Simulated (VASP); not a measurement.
# Y (Fm-3m) in VASP: settings compared

The runs below take Y through single point, with r2SCAN, PBE, PBEsol.

Everything below comes from runs of VASP 6.6.1. Logs are shortened: lines on timing, memory, paths and dates and some standing lists are left out, and cuts for length are marked.

### Step 1. The structure

The structure is cubic, space group Fm-3m (No. 225). Conventional cell: a = 5.104 Å, b = 5.104 Å, c = 5.104 Å, α = 90.00°, β = 90.00°, γ = 90.00°. Around Y (site symmetry m-3m) lie 12 Y at 3.61 Å.

This isn't the form of Y at room conditions, which is hcp.

### Step 2. Single point, r2SCAN

Contents of POSCAR:

```
Y
1.0
    0.0000000000      2.5519910612      2.5519910612
    2.5519910612      0.0000000000      2.5519910612
    2.5519910612      2.5519910612      0.0000000000
Y
1
Direct
    0.0000000000      0.0000000000      0.0000000000
```

Contents of INCAR.step1:

```
  ALGO = Normal
  EDIFF = 1E-4
  ENCUT = 520
  GGA = PE
  ISMEAR = -1
  LASPH = T
  LCHARG = F
  LREAL = F
  LWAVE = T
  NBANDS = 12
  NELM = 100
  PREC = Accurate
  SIGMA = 0.03
```

Contents of INCAR.step2:

```
  ALGO = Normal
  EDIFF = 1E-6
  ENCUT = 520
  ISIF = 2
  ISMEAR = -1
  ISTART = 1
  LASPH = T
  LCHARG = F
  LMIXTAU = T
  LREAL = F
  LWAVE = F
  METAGGA = R2SCAN
  NBANDS = 12
  NELM = 100
  PREC = Accurate
  SIGMA = 0.03
```

Contents of KPOINTS:

```
k-points
0
Gamma
  12 12 12
```

Potentials or basis: VASP PAW PBE potentials, release 64 (Y_sv).

On the command line:

```
$ cat potpaw_PBE.64/Y_sv/POTCAR > POTCAR
$ cp INCAR.step1 INCAR
$ mpirun -np 1 vasp_std > vasp.out
$ cp INCAR.step2 INCAR
$ mpirun -np 1 vasp_std > vasp.out
```

OUTCAR:

```text
EDIFF = 1E-6
   ENCUT = 520
   ISIF = 2
   ISMEAR = -1
   ISTART = 1
   LASPH = T
   LREAL = F
   METAGGA = R2SCAN
   NELM = 100
   PREC = Accurate

 ion  position               nearest neighbor table
   1  0.000  0.000  0.000-

  LATTYP: Found a face centered cubic cell.
 ALAT       =     5.1039821224

  Lattice vectors:

 A1 = (   0.0000000000,   2.5519910612,   2.5519910612)
 A2 = (   2.5519910612,   0.0000000000,   2.5519910612)
 A3 = (   2.5519910612,   2.5519910612,   0.0000000000)

Analysis of symmetry for initial positions (statically):
=====================================================================
 Subroutine PRICEL returns:
 Original cell was already a primitive cell.

 Routine SETGRP: Setting up the symmetry group for a
 face centered cubic supercell.

 Subroutine GETGRP returns: Found 48 space group operations
 (whereof 48 operations were pure point group operations)
 out of a pool of 48 trial point group operations.

The static configuration has the point symmetry O_h .

Analysis of symmetry for dynamics (positions and initial velocities):
=====================================================================
 Subroutine PRICEL returns:
 Original cell was already a primitive cell.

 Routine SETGRP: Setting up the symmetry group for a
 face centered cubic supercell.

 Subroutine GETGRP returns: Found 48 space group operations
 (whereof 48 operations were pure point group operations)
 out of a pool of 48 trial point group operations.

The dynamic configuration has the point symmetry O_h .

 Subroutine INISYM returns: Found 48 space group operations
 (whereof 48 operations are pure point group operations),
 and found     1 'primitive' translations

----------------------------------------------------------------------------------------

                                     Primitive cell

  volume of cell :      33.2405

  direct lattice vectors                    reciprocal lattice vectors
     0.000000000  2.551991061  2.551991061    -0.195925451  0.195925451  0.195925451
     2.551991061  0.000000000  2.551991061     0.195925451 -0.195925451  0.195925451
     2.551991061  2.551991061  0.000000000     0.195925451  0.195925451 -0.195925451

  length of vectors
     3.609060370  3.609060370  3.609060370     0.339352836  0.339352836  0.339352836

  position of ions in fractional coordinates (direct lattice)
     0.000000000  0.000000000  0.000000000

  ion indices of the primitive-cell ions
   primitive index   ion index
                 1           1

----------------------------------------------------------------------------------------

 KPOINTS: k-points

Automatic generation of k-mesh.
 Grid dimensions read from file:
 generate k-points for:   12   12   12

 Generating k-lattice:

  Cartesian coordinates                     Fractional coordinates (reciprocal lattice)
    -0.016327121  0.016327121  0.016327121     0.083333333  0.000000000  0.000000000
     0.016327121 -0.016327121  0.016327121     0.000000000  0.083333333  0.000000000
     0.016327121  0.016327121 -0.016327121     0.000000000  0.000000000  0.083333333

  Length of vectors
     0.028279403  0.028279403  0.028279403

  Shift w.r.t. Gamma in fractional coordinates (k-lattice)
     0.000000000  0.000000000  0.000000000

 Subroutine IBZKPT returns following result:
 ===========================================

 Found     72 irreducible k-points:

 Following reciprocal coordinates:
            Coordinates               Weight
  0.000000  0.000000  0.000000      1.000000
  0.083333  0.000000  0.000000      8.000000
  0.166667  0.000000  0.000000      8.000000
  0.250000  0.000000  0.000000      8.000000
  0.333333  0.000000  0.000000      8.000000
  0.416667  0.000000  0.000000      8.000000
[... 16 lines left out ...]
  0.500000  0.166667  0.000000     24.000000
 -0.416667  0.166667  0.000000     24.000000
 [... further k-points ...]
   k-points           NKPTS =     72   k-points in BZ     NKDIM =     72   number of bands    NBANDS=     12
   number of dos      NEDOS =    301   number of ions     NIONS =      1
   total plane-waves  NPLWV =  21952
   dimension x,y,z NGX =    28 NGY =   28 NGZ =   28
   dimension x,y,z NGXF=    56 NGYF=   56 NGZF=   56
   ions per type =               1
   NGX,Y,Z   is equivalent  to a cutoff of  12.90, 12.90, 12.90 a.u.
   NGXF,Y,Z  is equivalent  to a cutoff of  25.80, 25.80, 25.80 a.u.
 SYSTEM =  unknown system
   PREC   = accura    normal or accurate (medium, high low for compatibility)
   ISTART =      1    job   : 0-new  1-cont  2-samecut
   ICHARG =      0    charge: 1-file 2-atom 10-const
   ISPIN  =      1    spin polarized calculation?
   LNONCOLLINEAR =      F non collinear calculations
   LSORBIT =      F    spin-orbit coupling
   LASPH  =      T    aspherical Exc in radial PAW
   ENCUT  =  520.0 eV  38.22 Ry    6.18 a.u.   6.71  6.71  6.71*2*pi/ulx,y,z
   NELM   =    100;   NELMIN=  2; NELMDL=  0     # of ELM steps
[... 13 lines left out ...]
   EMIN   =  10.00;   EMAX   =-10.00  energy-range for DOS
   EFERMI =   0.00;   METHOD = LEGACY
   ISMEAR =    -1;   SIGMA  =   0.03  broadening in eV -4-tet -1-fermi 0-gaus
   EFERMI_NEDOS =   21; number of points for ismear=-14 and -15
   IALGO  =     38    algorithm
   IMIX   =      4    mixing-type and parameters
     AMIX     =   0.40;   BMIX     =  1.00
     AMIX_MAG =   1.60;   BMIX_MAG =  1.00
  volume/ion in A,a.u.               =      33.24       224.32
  Fermi-wavevector in a.u.,A,eV,Ry     =   1.132357  2.139844 17.445821  1.282232
  Thomas-Fermi vector in A             =   2.269058
   LORBIT       =      0    0 simple, 1 ext, 2 COOP (PROOUT), +10 PAW based schemes
   METAGGA = R2SCAN    functional components
   LHFCALC =     F    Hartree Fock is set to
   AEXX    =    0.0000 exact exchange contribution
   IVDW    =     0    specifies the selected vdW correction
   LEPSILON=     F    determine dielectric tensor
   LRPA    =     F    only Hartree local field effects (RPA)
 non-spin polarized calculation
  energy-cutoff  :      520.00
  volume of cell :       33.24
 maximum number of plane-waves:       934
   NGX = 13   NGY = 13   NGZ = 13

 number of electron      11.0000001 magnetization

 Free energy of the ion-electron system (eV)
  ---------------------------------------------------
  ext. energy  EPLUGINS =         0.00000000
  ---------------------------------------------------
  free energy    TOTEN  =       -20.22361442 eV

  energy without entropy =      -20.21825835  energy(sigma->0) =      -20.22093639

 E-fermi :   3.0365     XC(G=0): -10.0289

 val. band max:        3.0267088330   @ k =  -0.4167   0.1667   0.0000
 cond. band min:       3.0417893044   @ k =   0.3333   0.2500   0.0000
 fundamental gap:      0.0150804714
 Fermi energy:         3.0365420526

 k-point     1 :       0.0000    0.0000    0.0000
  band No.  band energies     occupation
      1     -41.1985      2.00000
      2     -20.2451      2.00000
      3     -20.2451      2.00000
      4     -20.2451      2.00000
      5      -1.9352      2.00000
      6       5.0613      0.00000
      7       5.0613      0.00000
      8       5.0613      0.00000
      9       7.1487      0.00000
     10       7.1487      0.00000
     11      12.2973      0.00000
     12      15.7655      0.00000

 k-point     2 :       0.0833    0.0000    0.0000
  band No.  band energies     occupation
      1     -41.1942      2.00000
      2     -20.2843      2.00000
      3     -20.2499      2.00000
      4     -20.2499      2.00000
      5      -1.7600      2.00000
      6       4.8469      0.00000
      7       5.1423      0.00000
      8       5.1423      0.00000
      9       7.0546      0.00000
     10       7.0546      0.00000
     11      12.7087      0.00000
     12      14.9733      0.00000

 k-point     3 :       0.1667    0.0000    0.0000
  band No.  band energies     occupation
      1     -41.1824      2.00000
      2     -20.3899      2.00000
      3     -20.2632      2.00000
      4     -20.2632      2.00000
      5      -1.2624      2.00000
      6       4.3560      0.00000
      7       5.3038      0.00000
      8       5.3038      0.00000
      9       6.9218      0.00000
     10       6.9218      0.00000
     11      13.3480      0.00000
     12      14.1264      0.00000
[... 286 lines left out ...]
 k-point    23 :       0.5000    0.1667    0.0000
  band No.  band energies     occupation
      1     -41.1282      2.00000
      2     -20.7447      2.00000
      3     -20.4004      2.00000
      4     -20.3484      2.00000
      5       1.5175      2.00000
      6       2.9795      1.74000
      7       4.2865      0.00000
      8       5.4677      0.00000
      9       8.6279      0.00000
     10       8.6346      0.00000
     11      10.8675      0.00000
     12      13.5903      0.00000

 k-point    24 :      -0.4167    0.1667    0.0000
  band No.  band energies     occupation
      1     -41.1271      2.00000
      2     -20.7494      2.00000
      3     -20.4187      2.00000
      4     -20.3370      2.00000
      5       1.6237      2.00000
      6       3.0267      1.16244
      7       4.2463      0.00000
      8       5.3965      0.00000
      9       8.1737      0.00000
     10       9.1373      0.00000
     11      10.8334      0.00000
     12      13.5781      0.00000

 [... further k-points ...]
[... 5 lines left out ...]
  --------------------------------------------------------------------------------------
  -------------------------------------------------------------------------------------
  Total        0.0200531      0.0200531      0.0200531      0.0000000     -0.0000000      0.0000000
  in kB        0.9665487      0.9665487      0.9665487      0.0000000     -0.0000000      0.0000000
  external PRESSURE =       0.9665487 kB  Pullay stress =       0.0000000 kB

 VOLUME and BASIS-vectors are now :
 -----------------------------------------------------------------------------
  energy-cutoff  :      520.00
  volume of cell :       33.24
      direct lattice vectors                 reciprocal lattice vectors
     0.000000000  2.551991061  2.551991061    -0.195925451  0.195925451  0.195925451
     2.551991061  0.000000000  2.551991061     0.195925451 -0.195925451  0.195925451
     2.551991061  2.551991061  0.000000000     0.195925451  0.195925451 -0.195925451

 POSITION                                       TOTAL-FORCE (eV/Angst)
 -----------------------------------------------------------------------------------
      0.00000      0.00000      0.00000         0.000000      0.000000      0.000000
 -----------------------------------------------------------------------------------
    total drift:                               -0.000000     -0.000000     -0.000000

  FREE ENERGIE OF THE ION-ELECTRON SYSTEM (eV)
  ---------------------------------------------------
  free  energy   TOTEN  =       -20.2236144249 eV

  energy  without entropy=      -20.2182583536  energy(sigma->0) =      -20.22093639
```

Run time: 72 s. Hardware: 1 thread of Intel Xeon 6975P-C (Granite Rapids), shared host; peak memory 0.2 GiB.

What came out:

* Free energy: -20.2236 eV
* Pressure: 0.1 GPa
* Band gap on the k mesh: none (metal or under the smearing width)

Caveat: the PAW data sets were made with another functional, which shifts forces and pressure a little.

### Step 3. Single point, r2SCAN (volume scaled by 1.06)

Contents of POSCAR:

```
Y
1.0
    0.0000000000      2.6020428087      2.6020428087
    2.6020428087      0.0000000000      2.6020428087
    2.6020428087      2.6020428087      0.0000000000
Y
1
Direct
    0.0000000000      0.0000000000      0.0000000000
```

Contents of INCAR.step1:

```
SYSTEM = Y
PREC = Accurate
ENCUT = 520
ISMEAR = -1
SIGMA = 0.03
LREAL = .FALSE.
LASPH = .TRUE.
NELM = 100
NBANDS = 12
GGA = PE
ALGO = Normal
EDIFF = 1E-4
LWAVE = .TRUE.
LCHARG = .FALSE.
```

Contents of INCAR.step2:

```
SYSTEM = Y
PREC = Accurate
ENCUT = 520
EDIFF = 1E-6
ISMEAR = -1
SIGMA = 0.03
LREAL = .FALSE.
LASPH = .TRUE.
NELM = 100
ALGO = Normal
ISIF = 2
LWAVE = .FALSE.
LCHARG = .TRUE.
METAGGA = R2SCAN
LMIXTAU = .TRUE.
LELF = .TRUE.
LVHAR = .TRUE.
NBANDS = 12
ISTART = 1
```

Contents of KPOINTS:

```
Automatic mesh
0
G
  12 12 12
  0 0 0
```

Potentials or basis: VASP PAW PBE potentials, release 64 (Y_sv).

On the command line:

```
$ cat potpaw_PBE.64/Y_sv/POTCAR > POTCAR
$ cp INCAR.step1 INCAR
$ mpirun -np 1 vasp_std > vasp.out
$ cp INCAR.step2 INCAR
$ mpirun -np 1 vasp_std > vasp.out
```

Run time: 74 s. Hardware: 1 thread of Intel Xeon 6975P-C (Granite Rapids), shared host; peak memory 0.19 GiB.

It converged, with:

- Free energy: -20.2118 eV
- Pressure: -1.9 GPa
- Band gap on the k mesh: none (metal or under the smearing width)

Levels at points of the mesh, in eV from the Fermi level:
| k point | band 3 | band 4 | band 5 | band 6 | band 7 | band 8 |
| --- | --- | --- | --- | --- | --- | --- |
| (0.00, 0.00, 0.00) | -23.47 | -23.47 | -4.87 | 1.96 | 1.96 | 1.96 |
| (0.50, 0.00, 0.00) | -23.53 | -23.53 | -1.90 | 0.24 | 1.80 | 1.80 |
| (0.50, 0.50, 0.00) | -23.63 | -23.63 | -1.61 | -0.69 | 1.70 | 5.26 |

Caveat: the PAW data sets were made with another functional, which shifts forces and pressure a little.

### Step 4. Single point, r2SCAN (volume scaled by 0.98)

Contents of POSCAR:

```
Y
1.0
    0.0000000000      2.5348630883      2.5348630883
    2.5348630883      0.0000000000      2.5348630883
    2.5348630883      2.5348630883      0.0000000000
Y
1
Direct
    0.0000000000      0.0000000000      0.0000000000
```

Contents of INCAR.step1:

```
PREC     = Accurate       # precision mode
ENCUT    = 520            # plane-wave cutoff, eV
ISMEAR   = -1             # smearing method
SIGMA    = 0.03           # smearing width, eV
LREAL    = F              # projectors in reciprocal space
LASPH    = T              # aspherical terms in the spheres
NELM     = 100            # most SCF steps
NBANDS   = 12             # bands
GGA      = PE             # functional
ALGO     = Normal         # electronic algorithm
EDIFF    = 1E-4           # SCF threshold, eV
LWAVE    = T              # write WAVECAR
LCHARG   = F              # write CHGCAR
```

Contents of INCAR.step2:

```
PREC     = Accurate       # precision mode
ENCUT    = 520            # plane-wave cutoff, eV
EDIFF    = 1E-6           # SCF threshold, eV
ISMEAR   = -1             # smearing method
SIGMA    = 0.03           # smearing width, eV
LREAL    = F              # projectors in reciprocal space
LASPH    = T              # aspherical terms in the spheres
NELM     = 100            # most SCF steps
ALGO     = Normal         # electronic algorithm
ISIF     = 2              # what is computed and relaxed
LWAVE    = F              # write WAVECAR
LCHARG   = T              # write CHGCAR
METAGGA  = R2SCAN         # meta-GGA
LMIXTAU  = T            
LELF     = T              # ELF
LVHAR    = T            
NBANDS   = 12             # bands
ISTART   = 1
```

Contents of KPOINTS:

```
regular mesh
0
Gamma
  12 12 12
```

On the command line:

```
$ cat potpaw_PBE.64/Y_sv/POTCAR > POTCAR
$ cp INCAR.step1 INCAR
$ mpirun -np 1 vasp_std > vasp.out
$ cp INCAR.step2 INCAR
$ mpirun -np 1 vasp_std > vasp.out
```

Wall time 74 s (1 thread of Intel Xeon 6975P-C (Granite Rapids), shared host); peak memory 0.19 GiB.

Results (log left out):

```
Free energy            : -20.2218 eV
Pressure               : 0.8 GPa
Band gap on the k mesh : none (metal or under the smearing width)
```

Levels at points of the mesh, in eV from the Fermi level:
| k point | band 2 | band 3 | band 4 | band 5 | band 6 | band 7 | band 8 | band 9 |
| --- | --- | --- | --- | --- | --- | --- | --- | --- |
| (0.00, 0.00, 0.00) | -23.21 | -23.21 | -23.21 | -5.00 | 2.05 | 2.05 | 2.05 | 4.19 |
| (0.50, 0.00, 0.00) | -23.81 | -23.29 | -23.29 | -2.00 | 0.44 | 1.86 | 1.86 | 5.64 |
| (0.50, 0.50, 0.00) | -23.77 | -23.42 | -23.42 | -1.80 | -0.84 | 2.02 | 5.68 | 6.05 |

Caveat: the PAW data sets were made with another functional, which shifts forces and pressure a little.

### Step 5. Single point, PBE, non-collinear spin, zero start, spin-orbit coupling

Contents of INCAR:

```
PREC     = Accurate       # precision mode
ENCUT    = 520            # plane-wave cutoff, eV
EDIFF    = 1E-7           # SCF threshold, eV
ISMEAR   = -1             # smearing method
SIGMA    = 0.03           # smearing width, eV
LREAL    = F              # projectors in reciprocal space
LASPH    = T              # aspherical terms in the spheres
NELM     = 150            # most SCF steps
ALGO     = Normal         # electronic algorithm
ISIF     = 2              # what is computed and relaxed
LWAVE    = F              # write WAVECAR
LCHARG   = F              # write CHGCAR
MAGMOM   = 0 0 0          # initial moments
LORBIT   = 11             # projections on sites
LSORBIT  = T              # spin-orbit coupling
GGA_COMPAT= F            
LORBMOM  = T            
LMAXMIX  = 4              # l up to which the mixer works
GGA      = PE             # functional
NBANDS   = 22             # bands
```

Contents of KPOINTS:

```
Automatic mesh
0
Gamma
  12 12 12
```

Contents of POSCAR:

```
Y
1.0
    0.0000000000      2.5519910612      2.5519910612
    2.5519910612      0.0000000000      2.5519910612
    2.5519910612      2.5519910612      0.0000000000
Y
1
Direct
    0.0000000000      0.0000000000      0.0000000000
```

On the command line:

```
$ cat potpaw_PBE.64/Y_sv/POTCAR > POTCAR
$ mpirun -np 1 vasp_ncl > vasp.out
```

Wall time 66 s (1 thread of Intel Xeon Platinum 8559C (Emerald Rapids), shared host); peak memory 0.3 GiB.

The run converged. Its results:

- Free energy: -6.4548 eV
- Pressure: -1.0 GPa
- Net moment: 0.00 μB per cell
- Valence electrons inside the program's atomic spheres: Y 9.42

Moments on the atoms (μB; x, y, z):
```
Y   0.00 0.00 0.00
```

### Step 6. Single point, PBEsol (functional pbesol, volume scaled by 1.04)

Contents of INCAR:

```
ALGO = Fast
EDIFF = 1E-6
ENCUT = 520
GGA = PS
ISIF = 2
ISMEAR = -1
LASPH = T
LCHARG = T
LELF = T
LREAL = F
LVHAR = T
LWAVE = F
NBANDS = 12
NELM = 100
PREC = Accurate
SIGMA = 0.03
```

Contents of KPOINTS:

```
k-points
0
Gamma
  12 12 12
```

Contents of POSCAR:

```
Y
1.0
    0.0000000000      2.5855737421      2.5855737421
    2.5855737421      0.0000000000      2.5855737421
    2.5855737421      2.5855737421      0.0000000000
Y
1
Direct
    0.0000000000      0.0000000000      0.0000000000
```

Potentials or basis: VASP PAW PBE potentials, release 64 (Y_sv).

On the command line:

```
$ cat potpaw_PBE.64/Y_sv/POTCAR > POTCAR
$ mpirun -np 1 vasp_std > vasp.out
```

Run time: 22 s. Hardware: 1 thread of Intel Xeon Platinum 8559C (Emerald Rapids), shared host; peak memory 0.18 GiB.

It converged, with:

| Property | Result |
| --- | --- |
| Free energy | -6.7497 eV |
| Pressure | -4.1 GPa |
| Band gap on the k mesh | none (metal or under the smearing width) |

Levels at points of the mesh, in eV from the Fermi level:
```csv
k point,band 2,band 3,band 4,band 5,band 6,band 7,band 8,band 9
"(0.00, 0.00, 0.00)",-22.50,-22.50,-22.50,-4.67,1.71,1.71,1.71,3.57
"(0.50, 0.00, 0.00)",-22.97,-22.56,-22.56,-1.92,0.47,1.56,1.56,4.92
"(0.50, 0.50, 0.00)",-22.94,-22.67,-22.67,-1.62,-0.77,1.84,4.93,5.31
```

Caveat: the PAW data sets were made with another functional, which shifts forces and pressure a little.

### Step 7. The runs side by side

```tsv
level	spin	cell	gap on the mesh (eV)	pressure (GPa)
r2SCAN	off	as given	none	0.1
r2SCAN	off	volume scaled by 1.06	none	-1.9
r2SCAN	off	volume scaled by 0.98	none	0.8
PBE	non-collinear, zero start, SOC	as given	-	-1.0
PBEsol	off	functional pbesol, volume scaled by 1.04	none	-4.1
```

Alike in all rows: task single point; potentials or basis VASP PAW PBE potentials, release 64 (Y_sv); k mesh 12 × 12 × 12; cutoff (eV) 520; smearing fermi-dirac 0.03 eV.

Caveats: the PAW data sets were made with another functional, which shifts forces and pressure a little (some runs).

Total energies depend on the potentials used, so only differences within one code and one set of settings carry meaning.
